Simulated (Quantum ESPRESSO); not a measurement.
# H on fcc sites of Ti(0001): a series in the coverage, part 5 of 9

What law, if any, do the results for H on fcc sites of Ti(0001) follow against the coverage?

Quantum ESPRESSO 7.5; plane-wave DFT, PBE, GBRV ultrasoft pseudopotentials.

So far. Step 6 (Self-consistent run, 0 ML): The vacuum levels are read from the outermost 0.7 Å of the cell on either side. Step 6 (Self-consistent run, 0 ML): Inside the slab this potential holds the local part of the pseudopotentials, which can be repulsive at the nuclei; only its value in the vacuum has a meaning of its own.

## 7. Relaxing the ions, 0.1111 ML

System of this step: Ti(0001), 3 layers, 9 sites a cell, 1 H on fcc sites. The cell holds 28 atoms: 27 Ti and 1 H. Cell: a = 8.818 Å, b = 8.818 Å, c = 19.383 Å, α = 90.0°, β = 90.0°, γ = 60.0°. It derives from Ti. Vacuum lies along c.

Contents of m1.relax.in:

```
&control
  prefix = 'm1.relax'
  outdir = './out'
  pseudo_dir = './pseudo'
  nstep = 70
  forc_conv_thr = 0.0015
  calculation = 'relax'
/
&system
  ibrav = 0
  nat = 28
  ntyp = 2
  ecutwfc = 40
  ecutrho = 200
  occupations = 'smearing'
  smearing = 'mv'
  degauss = 0.02
/
&electrons
  conv_thr = 1e-07
  mixing_beta = 0.3
  electron_maxstep = 120
  mixing_mode = 'local-TF'
/
&ions
/
ATOMIC_SPECIES
  Ti  47.8670  ti_pbe_v1.4.uspp.F.UPF
  H   1.0080  h_pbe_v1.4.uspp.F.UPF
CELL_PARAMETERS angstrom
  8.81792672700000 0.00000000000000 0.00000000000000
  4.40896336350000 7.63654855429177 0.00000000000000
  0.00000000000000 0.00000000000000 19.38329014445180
ATOMIC_POSITIONS crystal
  Ti  0.888888888900 0.888888888900 0.358073741584 0 0 0
  Ti  0.888888888900 0.222222222200 0.358073741584 0 0 0
  Ti  0.888888888900 0.555555555600 0.358073741584 0 0 0
  Ti  0.222222222200 0.888888888900 0.358073741584 0 0 0
  Ti  0.222222222200 0.222222222200 0.358073741584 0 0 0
  Ti  0.222222222200 0.555555555600 0.358073741584 0 0 0
  Ti  0.555555555600 0.888888888900 0.358073741584 0 0 0
  Ti  0.555555555600 0.222222222200 0.358073741584 0 0 0
  Ti  0.555555555600 0.555555555600 0.358073741584 0 0 0
  Ti  0.111111111100 0.111111111100 0.477890330857 0 0 0
  Ti  0.111111111100 0.444444444500 0.477890330857 0 0 0
  Ti  0.111111111100 0.777777777800 0.477890330857 0 0 0
  Ti  0.444444444500 0.111111111100 0.477890330857 0 0 0
  Ti  0.444444444500 0.444444444500 0.477890330857 0 0 0
  Ti  0.444444444500 0.777777777800 0.477890330857 0 0 0
  Ti  0.777777777800 0.111111111100 0.477890330857 0 0 0
  Ti  0.777777777800 0.444444444500 0.477890330857 0 0 0
  Ti  0.777777777800 0.777777777800 0.477890330857 0 0 0
  Ti  0.888888888900 0.888888888900 0.597706920130
  Ti  0.888888888900 0.222222222200 0.597706920130
  Ti  0.888888888900 0.555555555600 0.597706920130
  Ti  0.222222222200 0.888888888900 0.597706920130
  Ti  0.222222222200 0.222222222200 0.597706920130
  Ti  0.222222222200 0.555555555600 0.597706920130
  Ti  0.555555555600 0.888888888900 0.597706920130
  Ti  0.555555555600 0.222222222200 0.597706920130
  Ti  0.555555555600 0.555555555600 0.597706920130
  H   0.000000000000 0.000000000000 0.641926258416
K_POINTS automatic
  3 3 1 0 0 0
```

The run is started by

```bash
> OMP_NUM_THREADS=1 mpirun -n 16 pw.x -nk 1 -in m1.relax.in > m1.relax.out
```

Log:

```text
[banner, memory and clock lines left out]
Program PWSCF v.7.5 starts
[...]
Message from routine setup:
[...]
number of electrons       =       325.00
     number of Kohn-Sham states=          196
     kinetic-energy cutoff     =      40.0000  Ry
     charge density cutoff     =     200.0000  Ry
[...]
number of k points=     3  Marzari-Vanderbilt smearing, width (Ry)=  0.0200
[...]
Dense  grid:   420681 G-vectors     FFT dimensions: (  75,  75, 180)
[...]
negative rho (up, down):  4.685E-02 0.000E+00
     Starting wfcs are  271 randomized atomic wfcs
[...]
negative rho (up, down):  7.292E-02 0.000E+00
[...]
estimated scf accuracy    <      20.10082039 Ry
[...]
negative rho (up, down):  1.863E-01 0.000E+00
[...]
estimated scf accuracy    <      10.58335730 Ry
[...]
negative rho (up, down):  1.515E-01 0.000E+00
[...]
estimated scf accuracy    <       4.34886428 Ry
[...]
negative rho (up, down):  1.648E-01 0.000E+00
[...]
estimated scf accuracy    <       0.32700131 Ry
[...]
negative rho (up, down):  1.347E-01 0.000E+00
[...]
estimated scf accuracy    <       1.44863158 Ry
[...]
negative rho (up, down):  1.352E-01 0.000E+00
[...]
estimated scf accuracy    <       0.63634325 Ry
[...]
negative rho (up, down):  1.314E-01 0.000E+00
[...]
estimated scf accuracy    <       0.36911975 Ry
[...]
negative rho (up, down):  1.213E-01 0.000E+00
[...]
estimated scf accuracy    <       0.10255327 Ry
[...]
negative rho (up, down):  1.112E-01 0.000E+00
[...]
estimated scf accuracy    <       0.11123410 Ry
[...]
negative rho (up, down):  8.554E-02 0.000E+00
[...]
estimated scf accuracy    <       0.02821499 Ry
[...]
negative rho (up, down):  6.713E-02 0.000E+00
[...]
estimated scf accuracy    <       0.00423170 Ry
[...]
negative rho (up, down):  5.268E-02 0.000E+00
[...]
estimated scf accuracy    <       0.00380542 Ry
[...]
negative rho (up, down):  3.999E-02 0.000E+00
[...]
estimated scf accuracy    <       0.00098076 Ry
[...]
negative rho (up, down):  3.610E-02 0.000E+00
[...]
estimated scf accuracy    <       0.00235025 Ry
[...]
negative rho (up, down):  2.942E-02 0.000E+00
[...]
estimated scf accuracy    <       0.00062590 Ry
[...]
negative rho (up, down):  2.807E-02 0.000E+00
[...]
estimated scf accuracy    <       0.00004747 Ry
[...]
negative rho (up, down):  2.771E-02 0.000E+00
[...]
estimated scf accuracy    <       0.00005826 Ry
[...]
negative rho (up, down):  2.697E-02 0.000E+00
[...]
estimated scf accuracy    <       0.00003083 Ry
[...]
negative rho (up, down):  2.678E-02 0.000E+00
[...]
estimated scf accuracy    <       0.00000708 Ry
[...]
negative rho (up, down):  2.652E-02 0.000E+00
[...]
estimated scf accuracy    <       0.00000223 Ry
[...]
negative rho (up, down):  2.636E-02 0.000E+00
[...]
estimated scf accuracy    <       0.00000035 Ry
[...]
negative rho (up, down):  2.640E-02 0.000E+00
[...]
estimated scf accuracy    <       0.00000031 Ry
[...]
negative rho (up, down):  2.632E-02 0.000E+00
[...]
estimated scf accuracy    <       0.00000015 Ry
[...]
negative rho (up, down):  2.626E-02 0.000E+00
[...]
the Fermi energy is     2.1839 ev
!    total energy              =   -3219.74859199 Ry
     estimated scf accuracy    <       0.00000007 Ry
     smearing contrib. (-TS)   =      -0.02592007 Ry
     internal energy E=F+TS    =   -3219.72267192 Ry
[...]
one-electron contribution =  -15480.46279524 Ry
     hartree contribution      =    7714.66675121 Ry
     xc contribution           =    -486.28907129 Ry
     ewald contribution        =    5032.36244341 Ry
     convergence has been achieved in  24 iterations
     negative rho (up, down):  2.626E-02 0.000E+00
[...]
Total force =     0.055457     Total SCF correction =     0.000357
[...]
negative rho (up, down):  2.627E-02 0.000E+00
[...]
negative rho (up, down):  2.501E-02 0.000E+00
[...]
estimated scf accuracy    <       0.27016671 Ry
[...]
negative rho (up, down):  2.462E-02 0.000E+00
[...]
estimated scf accuracy    <       0.03714428 Ry
[...]
negative rho (up, down):  2.411E-02 0.000E+00
[...]
estimated scf accuracy    <       0.00494555 Ry
[...]
negative rho (up, down):  2.419E-02 0.000E+00
[...]
estimated scf accuracy    <       0.00134517 Ry
[...]
negative rho (up, down):  2.379E-02 0.000E+00
[...]
estimated scf accuracy    <       0.00666610 Ry
[...]
negative rho (up, down):  2.385E-02 0.000E+00
[...]
estimated scf accuracy    <       0.00036156 Ry
[...]
negative rho (up, down):  2.402E-02 0.000E+00
[...]
estimated scf accuracy    <       0.00017801 Ry
[...]
negative rho (up, down):  2.429E-02 0.000E+00
[...]
estimated scf accuracy    <       0.00006930 Ry
[...]
negative rho (up, down):  2.476E-02 0.000E+00
[...]
estimated scf accuracy    <       0.00002320 Ry
[...]
negative rho (up, down):  2.524E-02 0.000E+00
[...]
estimated scf accuracy    <       0.00002977 Ry
[...]
negative rho (up, down):  2.551E-02 0.000E+00
[...]
estimated scf accuracy    <       0.00002032 Ry
[...]
negative rho (up, down):  2.592E-02 0.000E+00
[...]
estimated scf accuracy    <       0.00000655 Ry
[...]
negative rho (up, down):  2.608E-02 0.000E+00
[...]
estimated scf accuracy    <       0.00000398 Ry
[...]
negative rho (up, down):  2.616E-02 0.000E+00
[...]
estimated scf accuracy    <       0.00000188 Ry
[...]
negative rho (up, down):  2.623E-02 0.000E+00
[...]
estimated scf accuracy    <       0.00000060 Ry
[...]
negative rho (up, down):  2.629E-02 0.000E+00
[...]
the Fermi energy is     2.1825 ev
!    total energy              =   -3219.75154189 Ry
     estimated scf accuracy    <       0.00000007 Ry
     smearing contrib. (-TS)   =      -0.02584460 Ry
     internal energy E=F+TS    =   -3219.72569729 Ry
[...]
one-electron contribution =  -15505.25082426 Ry
     hartree contribution      =    7727.07666263 Ry
     xc contribution           =    -486.31091811 Ry
     ewald contribution        =    5044.75938245 Ry
     convergence has been achieved in  16 iterations
     negative rho (up, down):  2.629E-02 0.000E+00
[...]
Total force =     0.050990     Total SCF correction =     0.000121
[...]
WARNING: bfgs curvature condition failed, Theta= 0.871
[...]
negative rho (up, down):  2.625E-02 0.000E+00
[...]
negative rho (up, down):  2.638E-02 0.000E+00
[...]
estimated scf accuracy    <       0.00003708 Ry
[...]
negative rho (up, down):  2.654E-02 0.000E+00
[...]
estimated scf accuracy    <       0.00004014 Ry
[...]
negative rho (up, down):  2.674E-02 0.000E+00
[...]
estimated scf accuracy    <       0.00000885 Ry
[...]
negative rho (up, down):  2.698E-02 0.000E+00
[...]
estimated scf accuracy    <       0.00000080 Ry
[...]
negative rho (up, down):  2.709E-02 0.000E+00
[...]
estimated scf accuracy    <       0.00000100 Ry
[...]
negative rho (up, down):  2.711E-02 0.000E+00
[...]
estimated scf accuracy    <       0.00000015 Ry
[...]
negative rho (up, down):  2.712E-02 0.000E+00
[...]
estimated scf accuracy    <       0.00000005 Ry
[...]
negative rho (up, down):  2.713E-02 0.000E+00
[...]
estimated scf accuracy    <       0.00000002 Ry
[...]
negative rho (up, down):  2.714E-02 0.000E+00
[...]
estimated scf accuracy    <       0.00000002 Ry
[...]
negative rho (up, down):  2.714E-02 0.000E+00
[...]
the Fermi energy is     2.1787 ev
!    total energy              =   -3219.75859232 Ry
     estimated scf accuracy    <          3.3E-09 Ry
     smearing contrib. (-TS)   =      -0.02560705 Ry
     internal energy E=F+TS    =   -3219.73298527 Ry
[...]
one-electron contribution =  -15576.92818376 Ry
     hartree contribution      =    7762.93936537 Ry
     xc contribution           =    -486.37809998 Ry
     ewald contribution        =    5080.63393311 Ry
     convergence has been achieved in  21 iterations
     negative rho (up, down):  2.714E-02 0.000E+00
[...]
Total force =     0.038416     Total SCF correction =     0.000132
[...]
negative rho (up, down):  3.065E-02 0.000E+00
[...]
negative rho (up, down):  2.791E-02 0.000E+00
[...]
estimated scf accuracy    <       1.85023740 Ry
[...]
negative rho (up, down):  2.660E-02 0.000E+00
[...]
estimated scf accuracy    <       0.20430686 Ry
[...]
negative rho (up, down):  2.517E-02 0.000E+00
[...]
estimated scf accuracy    <       0.03826559 Ry
[...]
negative rho (up, down):  2.541E-02 0.000E+00
[...]
estimated scf accuracy    <       0.01335129 Ry
[...]
negative rho (up, down):  2.415E-02 0.000E+00
[...]
estimated scf accuracy    <       0.07085591 Ry
[...]
negative rho (up, down):  2.418E-02 0.000E+00
[...]
estimated scf accuracy    <       0.00530083 Ry
[...]
negative rho (up, down):  2.458E-02 0.000E+00
[...]
estimated scf accuracy    <       0.00062574 Ry
[...]
negative rho (up, down):  2.490E-02 0.000E+00
[...]
estimated scf accuracy    <       0.00094150 Ry
[...]
negative rho (up, down):  2.567E-02 0.000E+00
[...]
estimated scf accuracy    <       0.00028113 Ry
[...]
negative rho (up, down):  2.717E-02 0.000E+00
[...]
estimated scf accuracy    <       0.00009859 Ry
[...]
negative rho (up, down):  2.774E-02 0.000E+00
[...]
estimated scf accuracy    <       0.00012856 Ry
[...]
negative rho (up, down):  2.928E-02 0.000E+00
[...]
estimated scf accuracy    <       0.00007576 Ry
[...]
negative rho (up, down):  2.967E-02 0.000E+00
[...]
estimated scf accuracy    <       0.00004324 Ry
[...]
negative rho (up, down):  2.989E-02 0.000E+00
[...]
estimated scf accuracy    <       0.00000547 Ry
[...]
negative rho (up, down):  3.024E-02 0.000E+00
[...]
estimated scf accuracy    <       0.00000160 Ry
[...]
negative rho (up, down):  3.039E-02 0.000E+00
[...]
estimated scf accuracy    <       0.00000062 Ry
[...]
negative rho (up, down):  3.042E-02 0.000E+00
[...]
estimated scf accuracy    <       0.00000020 Ry
[...]
negative rho (up, down):  3.044E-02 0.000E+00
[...]
estimated scf accuracy    <       0.00000004 Ry
[...]
negative rho (up, down):  3.045E-02 0.000E+00
[...]
estimated scf accuracy    <       0.00000005 Ry
[...]
negative rho (up, down):  3.046E-02 0.000E+00
[...]
estimated scf accuracy    <       0.00000002 Ry
[...]
negative rho (up, down):  3.045E-02 0.000E+00
[...]
the Fermi energy is     2.1756 ev
!    total energy              =   -3219.76334878 Ry
     estimated scf accuracy    <          4.0E-09 Ry
     smearing contrib. (-TS)   =      -0.02535234 Ry
     internal energy E=F+TS    =   -3219.73799644 Ry
[...]
one-electron contribution =  -15644.97165265 Ry
     hartree contribution      =    7796.99802277 Ry
     xc contribution           =    -486.44538477 Ry
     ewald contribution        =    5114.68101821 Ry
     convergence has been achieved in  21 iterations
     negative rho (up, down):  3.045E-02 0.000E+00
[...]
Total force =     0.027093     Total SCF correction =     0.000085
[...]
the Fermi energy is     2.1719 ev
!    total energy              =   -3219.76712310 Ry
     estimated scf accuracy    <          1.6E-09 Ry
     smearing contrib. (-TS)   =      -0.02488254 Ry
     internal energy E=F+TS    =   -3219.74224056 Ry
[...]
one-electron contribution =  -15752.15903854 Ry
     hartree contribution      =    7850.66763957 Ry
     xc contribution           =    -486.55869470 Ry
     ewald contribution        =    5168.30785311 Ry
     convergence has been achieved in  24 iterations
     negative rho (up, down):  2.922E-02 0.000E+00
[...]
Total force =     0.014558     Total SCF correction =     0.000056
[...]
negative rho (up, down):  2.758E-02 0.000E+00
[...]
negative rho (up, down):  2.602E-02 0.000E+00
[...]
estimated scf accuracy    <       0.48914624 Ry
[...]
negative rho (up, down):  2.542E-02 0.000E+00
[...]
estimated scf accuracy    <       0.05803923 Ry
[...]
negative rho (up, down):  2.464E-02 0.000E+00
[...]
estimated scf accuracy    <       0.00850114 Ry
[...]
negative rho (up, down):  2.487E-02 0.000E+00
[...]
estimated scf accuracy    <       0.00338136 Ry
[...]
negative rho (up, down):  2.410E-02 0.000E+00
[...]
estimated scf accuracy    <       0.01434603 Ry
[...]
negative rho (up, down):  2.415E-02 0.000E+00
[...]
estimated scf accuracy    <       0.00101241 Ry
[...]
negative rho (up, down):  2.445E-02 0.000E+00
[...]
estimated scf accuracy    <       0.00015294 Ry
[...]
negative rho (up, down):  2.470E-02 0.000E+00
[...]
estimated scf accuracy    <       0.00020092 Ry
[...]
negative rho (up, down):  2.513E-02 0.000E+00
[...]
estimated scf accuracy    <       0.00004433 Ry
[...]
negative rho (up, down):  2.600E-02 0.000E+00
[...]
estimated scf accuracy    <       0.00002868 Ry
[...]
negative rho (up, down):  2.653E-02 0.000E+00
[...]
estimated scf accuracy    <       0.00000635 Ry
[...]
negative rho (up, down):  2.708E-02 0.000E+00
[...]
estimated scf accuracy    <       0.00001077 Ry
[...]
negative rho (up, down):  2.738E-02 0.000E+00
[...]
estimated scf accuracy    <       0.00000077 Ry
[...]
negative rho (up, down):  2.744E-02 0.000E+00
[...]
estimated scf accuracy    <       0.00000140 Ry
[...]
negative rho (up, down):  2.755E-02 0.000E+00
[...]
estimated scf accuracy    <       0.00000052 Ry
[...]
negative rho (up, down):  2.760E-02 0.000E+00
[...]
estimated scf accuracy    <       0.00000023 Ry
[...]
negative rho (up, down):  2.764E-02 0.000E+00
[...]
estimated scf accuracy    <       0.00000007 Ry
[...]
negative rho (up, down):  2.765E-02 0.000E+00
[...]
estimated scf accuracy    <       0.00000025 Ry
[...]
negative rho (up, down):  2.765E-02 0.000E+00
[...]
estimated scf accuracy    <       0.00000002 Ry
[...]
negative rho (up, down):  2.765E-02 0.000E+00
[...]
estimated scf accuracy    <       0.00000008 Ry
[...]
negative rho (up, down):  2.765E-02 0.000E+00
[...]
estimated scf accuracy    <       0.00000002 Ry
[...]
negative rho (up, down):  2.765E-02 0.000E+00
[...]
```

The job ended after 26 min (16 MPI ranks of Arm Neoverse V2, shared host; peak memory 3.6 GiB).

Step by step:

```
step  energy less that of the first step (eV)  largest force (eV/Å)
   1                                   0.0000                0.5964
   2                                  -0.0401                0.5344
   3                                  -0.0811                0.4654
   4                                  -0.1361                0.3627
   5                                  -0.2008                0.2410
   6                                  -0.2521                0.1325
   7                                  -0.2574                0.1510
   8                                  -0.2606                0.1309
   9                                  -0.2646                0.0802
  10                                  -0.2668                0.0353
  11                                  -0.2670                0.0329
```

The atoms that moved most (Å):

```
atom      dx      dy      dz  length
 H28   0.000   0.000   0.129   0.129
Ti23   0.012   0.007  -0.125   0.125
Ti24   0.000  -0.014  -0.125   0.125
Ti26  -0.012   0.007  -0.125   0.125
Ti25   0.000  -0.005  -0.118   0.118
Ti21  -0.004   0.002  -0.118   0.118
Ti27   0.004   0.002  -0.118   0.118
Ti19   0.028   0.016  -0.093   0.099
```

The relaxation lowers the energy by 10 meV an atom. On the free atoms the largest force ends at 0.033 eV/Å.

Numbers from this step:

```
free energy  : -43807.1783 eV
Fermi energy : 2.172 eV
```

[end of part 5 of 9]

[Logs are printed without paths, hosts, clocks, repeated set-up lines and the standing remarks that a program may print on its own settings, such as how far it seeks lower states.]

[Hosts, paths, dates, database ids (printed as entryN), source tags and the programs' standing remarks are cut or masked in the printed files.]

[Maps of the electrostatic potential energy from Ansatz leave out the sawtooth potential of an applied field or a dipole correction, so their vacuum need not be flat; planar profiles and work functions include it.]
